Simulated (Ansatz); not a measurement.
# MgS (Niningerite) (Fm-3m) in Ansatz: notebook

Runs on MgS (Niningerite). Level: PBE0. Tasks: band structure, single point, equation of state.

All numbers are computed with Ansatz 0.2.0; they aren't measurements. Logs are shortened: lines on timing, memory, paths and dates and some standing lists are left out, and cuts for length are marked.

## Step 1: Starting point

Symmetry: Fm-3m, No. 225, cubic system. Conventional cell: a = 5.203 Å, b = 5.203 Å, c = 5.203 Å, α = 90.00°, β = 90.00°, γ = 90.00°. S (site symmetry m-3m) has 6 Mg at 2.60 Å as nearest neighbours. Mg (site symmetry m-3m) is surrounded by 6 S at 2.60 Å.

## Step 2: Band structure, PBE0

Contents of input.yaml:

```yaml
crystal:
  lattice:
    - [0.0, 2.60165, 2.60165]
    - [2.60165, 0.0, 2.60165]
    - [2.60165, 2.60165, 0.0]
  atoms:
    - { symbol: S, position: [0.5, 0.5, 0.5] }
    - { symbol: Mg, position: [0.0, 0.0, 0.0] }
hamiltonian:
  xc: pbe0
  pseudopotentials: { kind: paw }
kpoints:
  mp_grid: { grid: [6, 6, 6] }
  band_path:
    path:
      - [[0.0, 0.0, 0.0], [0.5, 0.0, 0.5], [0.5, 0.25, 0.75], [0.375, 0.375, 0.75], [0.0, 0.0, 0.0], [0.5, 0.5, 0.5], [0.625, 0.25, 0.625], [0.5, 0.25, 0.75], [0.5, 0.5, 0.5], [0.375, 0.375, 0.75]]
      - [[0.625, 0.25, 0.625], [0.5, 0.0, 0.5]]
    npoints: 4
scf:
  occupations: { method: fermi_dirac, width: 0.05 }
  n_extra_bands: 6
output:
  forces: true
  stress: true
  eigenvalues: true
  fatbands: false
  write_density: true
  write_potential: true
  elf: true
  volumetric_format: npy
```

Potentials or basis: Ansatz PAW.

Started as:

```sh
> ansatz run input.yaml --threads 2 --pin off --max-ram 5632MiB --backend cpu --events-out ev --progress --plain --runs-dir out
```

Standard output:

```text
Warning: output.stress: scf.convergence.dr2_threshold = 1e-7 eV (the SCF's general default) is looser than the 2e-10 eV advised for a printed stress (1e-10 eV for each atom of the cell: 2). What an SCF threshold leaves in a stress goes as its square root, and in the free energy as the threshold itself, and one threshold admits the most on a small cell: of the crystals measured, under no hybrid functional and no lock of the moments, on runs that ended without the residual-converged pass, on stresses that held no estimate of that error, the worst erred by over 100 MPa in a component at 1e-7 eV an atom and by under 5 at 1e-10. Set scf.convergence.dr2_threshold to 2e-10 eV or tighter. The threshold is an SCF's pass mark: one that does not reach it within its budget of iterations ends unconverged, or closes short of it on a stop that the run arms, and scf.convergence.dr2_threshold's page says what that costs each kind of run
Warning: output.stress: scf.exx.energy_threshold = 1e-6 eV is looser than the 2e-8 eV advised for a stress under a hybrid functional (1e-8 eV for each atom of the cell: 2). Every SCF of the exchange loop can meet its threshold on dr2 while the loop round them stops early: no threshold on dr2 bounds what that leaves in the stress. Set scf.exx.energy_threshold to 2e-8 eV or tighter. The threshold is the loop's pass mark: a loop that does not reach it within its budget of cycles ends unconverged, and scf.exx.energy_threshold's page has the law
Warning: RAYON_NUM_THREADS=2 ignored (pool sized by the plan → 2); use --threads N
scf.n_extra_bands = 6 over 8 filled bands (N_el = 16.0): the run solves 14 bands
Engine: ansatz 0.2.0, aarch64-unknown-linux-gnu
Pseudopotentials: kind: paw
Pseudopotential: S, paw, valence charge 6, recommended cutoff 420 eV (normal), S.paw.azcp
Pseudopotential: Mg, paw, valence charge 10, recommended cutoff 420 eV (normal), Mg.paw.azcp
Functional definition: PBE0
  parameter a = 0.25
  parameter kappa = 0.804
  parameter beta = 0.06672455060314922
  exchange = (1 - a)*pbe_x(kappa = kappa, mu = beta*pi^2/3) + a*exact_x
  correlation = pbe_c(beta = beta)
Crystal: 2 atoms, lattice volume = 35.219 Å³
Basis set: ecut = 420 eV, 701 PW (Γ), exchange–correlation on 50×50×50 points (8 copies of the dense FFT grid, shifted against one another)
Bands: 14, of which v1, the nominal top of the filled ones, is band 8 counted from 1 (7 counted from 0)
Symmetry: 48 space group operations
Space group: Fm-3m (ITA 225), of the structure as read, at distance tolerance 3.3e-5 Å
k-points: 16 of 216
Non-local potential: S, projectors of the file, l = 0: 2, l = 1: 2, l = 2: 2
Non-local potential: Mg, projectors of the file, l = 0: 3, l = 1: 2, l = 2: 1
PAW form: soft (Blöchl's): semilocal exchange-correlation on the pseudo side does not see the compensation charge
PAW frozen core: S, regenerated for the run's functional, and the local potential with it (the file was generated under x = pbe(κ = 0.804, μ = 0.2195149727645171), c = pbe(β = 0.06672455060314922))
PAW frozen core: Mg, regenerated for the run's functional, and the local potential with it (the file was generated under x = pbe(κ = 0.804, μ = 0.2195149727645171), c = pbe(β = 0.06672455060314922))
PAW one-centre angular grid: S, 110 points (default); XC on 64 Gauss nodes
PAW one-centre angular grid: Mg, 110 points (default); XC on 64 Gauss nodes
Initial density: superposition of atomic densities (neutral atoms: chi_scale 0, normalization atom), corrected by the library's trained network
Initial wavefunctions: pseudopotential atomic-orbital guess
Functional: x = pbe(κ = 0.804, μ = 0.2195149727645171), c = pbe(β = 0.06672455060314922), warm-up for x = 0.75 pbe(κ = 0.804, μ = 0.2195149727645171) + 0.25 exact, c = pbe(β = 0.06672455060314922)
SCF iter   1: F=—  HF=-2828.741503 eV  |F-HF|=—  |Δ(HF+E_count)|=         —  Δρ=7.48e-4  dr2=3.00e-4  ethr=1.77e-3  ⟨swp⟩=2.2  Hψ=1603  notcnv=0
preconditioner: auto → none  [insulator: Δε(μ)=2.771 eV  Ē_g=13.468 eV  σ=0.050 eV  W_gap=1.00  n_scr=8 (ndim 8)  ℏωp=17.7 eV  f_vac=0.000  D(μ)=0.00/eV (n_scr^D=0)]
iter 2 solved again at ethr=3.15e-8 eV; its pass at ethr=1.87e-6 eV (dr2=5.05e-6 eV) is discarded
SCF iter   2: F=-2828.741258 eV  HF=-2828.741228 eV  |F-HF|=2.96e-5  |Δ(HF+E_count)|=   2.75e-4  Δρ=1.70e-4  dr2=5.04e-6  ethr=3.15e-8  ⟨swp⟩=2.8  Hψ=809  notcnv=0  defer=1
SCF 1 stopped early in 2 iterations: F = -2828.741258 eV  dr2 = 5.04e-6
Initial density: handed on by an earlier stage of this run
Initial wavefunctions: those handed on with the density
Functional: x = 0.75 pbe(κ = 0.804, μ = 0.2195149727645171) + 0.25 exact, c = pbe(β = 0.06672455060314922)
Frozen-core exchange: fock
SCF iter   1: F=—  HF=-2830.126285 eV  |F-HF|=—  |Δ(HF+E_count)|=         —  Δρ=3.95e-3  dr2=2.75e-3  ethr=3.15e-7  ⟨swp⟩=8.4  Hψ=1165  notcnv=0
preconditioner: auto → none  [insulator: Δε(μ)=4.490 eV  Ē_g=15.993 eV  σ=0.050 eV  W_gap=1.00  n_scr=8 (ndim 8)  ℏωp=17.7 eV  f_vac=0.000  D(μ)=0.00/eV (n_scr^D=0)]
SCF iter   2: F=—  HF=-2830.124721 eV  |F-HF|=—  |Δ(HF+E_count)|=   1.56e-3  Δρ=1.51e-3  dr2=6.93e-4  ethr=3.15e-7  ⟨swp⟩=3.2  Hψ=487  notcnv=0
SCF iter   3: F=—  HF=-2830.124532 eV  |F-HF|=—  |Δ(HF+E_count)|=   1.89e-4  Δρ=1.68e-4  dr2=4.44e-4  ethr=3.15e-7  ⟨swp⟩=3.0  Hψ=480  notcnv=0
SCF iter   4: F=—  HF=-2830.127801 eV  |F-HF|=—  |Δ(HF+E_count)|=   3.27e-3  Δρ=4.31e-4  dr2=6.97e-5  ethr=3.93e-8  ⟨swp⟩=4.1  Hψ=704  notcnv=0  defer=1
SCF iter   5: F=—  HF=-2830.127779 eV  |F-HF|=—  |Δ(HF+E_count)|=   2.25e-5  Δρ=9.38e-5  dr2=1.09e-5  ethr=3.93e-8  ⟨swp⟩=3.1  Hψ=498  notcnv=0
SCF iter   6: F=-2830.127827 eV  HF=-2830.127827 eV  |F-HF|=4.24e-7  |Δ(HF+E_count)|=   4.81e-5  Δρ=5.87e-5  dr2=1.72e-6  ethr=2.11e-8  ⟨swp⟩=3.2  Hψ=462  notcnv=0  defer=3
SCF 2 stopped early in 6 iterations: F = -2830.127827 eV  dr2 = 1.72e-6
hybrid outer 1: dexx = +3.611e-3 eV, tail = 3.55e-5 eV
Frozen-core exchange: fock
SCF iter   1: F=—  HF=-2830.127813 eV  |F-HF|=—  |Δ(HF+E_count)|=         —  Δρ=4.16e-5  dr2=9.22e-7  ethr=1.11e-6  ⟨swp⟩=3.9  Hψ=498  notcnv=0
preconditioner: auto → none  [insulator: Δε(μ)=4.529 eV  Ē_g=15.999 eV  σ=0.050 eV  W_gap=1.00  n_scr=8 (ndim 8)  ℏωp=17.7 eV  f_vac=0.000  D(μ)=0.00/eV (n_scr^D=0)]
SCF iter   2: F=—  HF=-2830.127813 eV  |F-HF|=—  |Δ(HF+E_count)|=   3.33e-7  Δρ=8.73e-6  dr2=3.38e-8  ethr=5.49e-9  ⟨swp⟩=3.0  Hψ=477  notcnv=0
SCF iter   3: F=-2830.127813 eV  HF=-2830.127813 eV  |F-HF|=3.53e-9  |Δ(HF+E_count)|=   1.16e-7  Δρ=3.38e-6  dr2=2.08e-9  ethr=5.36e-11  ⟨swp⟩=4.2  Hψ=678  notcnv=0  defer=3
SCF 3 converged in 3 iterations: F = -2830.127813 eV  dr2 = 2.08e-9
  Residual-converged pass: ⟨swp⟩=2.0  Hψ=309  notcnv=0  max |occ|·‖R‖ = 2.3e-6 eV (tolerance 2.4e-6 eV)  dr2=2.08e-9  dr2_onsite=2.25e-9  max |Δocc| = 0.0e0
hybrid outer 2: dexx = +1.327e-7 eV, tail = 2.07e-8 eV, Δε = 2.86e-3 eV (about 1.60e-4 eV left of the loop's levels)
NSCF: frozen V_eff on 42 k-points
hybrid SCF converged: 2 outer / 9 inner (+2 warm-up), last move |dexx| = 1.33e-7 eV, tail = 2.07e-8 eV
Stability not checked: this state was not tested for a lower state beside it, because the functional holds exact exchange (a hybrid, or Hartree-Fock), whose exchange loop this test does not read (fock_operator; see scf.lower_state_search)
Free energy (F): -2830.127813 eV
Frozen-core exchange: fock
Harris-Foulkes:  -2830.127813 eV  (|F-HF|=3.53e-9)
Internal energy: -2830.127813 eV  (E = F + TS)
E sigma→0 (E₀):  -2830.127813 eV
Fermi energy:    7.628239 eV
--- Per-component energies (eV) ---
  E_band       = -380.680381
  E_kinetic    = 185.209736
  E_local      = -1665.770590  (includes V_loc(G=0)·N_el)
  E_nonlocal   = 122.679820
  E_hartree    = 593.395015
  E_xc         = -98.528956
  E_vxc        = -98.380847  (∫ρ·V_xc dr)
  E_exx        = -69.629016  (= α·E_x^exact, valence–valence)
  E_paw        = -853.621810  (= ΣΔE_a)
  E_vpaw       = 28.047493  (= ΣTr[D̂ρ^β])
  E_aug_tail   = -0.000002  (compensation charges beyond the density's cutoff)
  E_ewald      = -1043.740020
  E_core_change = -0.121988  (= ΣΔE_core)
  E_smearing   = -0.000000  (= −TS)
  E_closure    = 0.000000  (closes the sum)
  Σ components = -2830.127813   (vs F -2830.127813, Δ=-9.09e-13)
--- Forces (eV/Å), atoms counted from 1 ---
  atom   1  S      0.00000000    -0.00000000    -0.00000000
  atom   2  Mg    -0.00000000     0.00000000     0.00000000
  max |Σ_I F_I| component: 3.75e-30 eV/Å
--- Stress (GPa, compression-positive) ---
       -0.385449      -0.000000       0.000000
       -0.000000      -0.385449      -0.000000
        0.000000       0.000000      -0.385449
  P = ⅓ Tr σ = -0.3854 GPa (-3.854 kbar)
--- Band table (eV; the first three rows and the last of 16) ---
  k-point 0: bands = ["-74.3317", "-39.2288", "-39.2288", "-39.2288", "-8.6612", "5.3604", "5.3604", "5.3604", "10.8868", "15.1952", "15.1952", "15.1952", "17.7704", "17.7704"]
  k-point 1: bands = ["-74.3316", "-39.2307", "-39.2290", "-39.2290", "-8.3699", "3.6117", "5.1742", "5.1742", "12.0088", "14.9180", "15.5003", "15.5003", "17.0490", "17.0490"]
  k-point 2: bands = ["-74.3314", "-39.2343", "-39.2294", "-39.2294", "-7.6670", "1.1437", "4.8494", "4.8494", "11.9016", "14.6294", "14.6294", "16.9087", "18.9681", "18.9681"]
  k-point 15: bands = ["-74.3311", "-39.2346", "-39.2327", "-39.2316", "-6.7749", "1.2137", "2.5226", "2.9714", "11.6066", "13.3668", "16.6207", "17.2214", "21.5263", "22.7212"]
```

Wall time 1.7 min (2 threads of Arm Neoverse V1, shared host); peak memory 0.83 GiB.

Results:

| Quantity | Value |
| --- | --- |
| Free energy | -2830.1278 eV |
| Pressure | -0.4 GPa |
| Band gap on the k mesh | 4.53 eV, indirect (least direct gap 5.53 eV) |
| Band gap along the path | 4.53 eV, indirect (least direct gap 5.53 eV) |

Levels at the corners of the path, in eV from the valence-band top:
```csv
point,band 5,band 6,band 7,band 8,band 9,band 10,band 11,band 12
Γ,-14.02,0.00,0.00,0.00,5.53,9.83,9.83,9.83
X,-12.17,-4.64,-1.86,-1.86,4.53,6.05,14.29,15.02
W,-12.12,-3.56,-3.56,-2.54,7.15,9.87,9.87,10.10
K,-12.17,-4.08,-3.48,-1.50,5.68,8.57,11.82,12.19
Γ,-14.02,0.00,0.00,0.00,5.53,9.83,9.83,9.83
L,-12.58,-5.32,-0.65,-0.65,6.28,8.82,8.82,12.43
U,-12.17,-4.08,-3.48,-1.50,5.68,8.57,11.82,12.19
W,-12.12,-3.56,-3.56,-2.54,7.15,9.87,9.87,10.10
L,-12.58,-5.32,-0.65,-0.65,6.28,8.82,8.82,12.43
K,-12.17,-4.08,-3.48,-1.50,5.68,8.57,11.82,12.19
U,-12.17,-4.08,-3.48,-1.50,5.68,8.57,11.82,12.19
X,-12.17,-4.64,-1.86,-1.86,4.53,6.05,14.29,15.02
```

Caveat: the PAW data sets come from PBE, with cores solved anew for the run's functional, which leaves a small shift of forces and pressure; the thresholds are loose for stress.

[end of part 1 of 2]
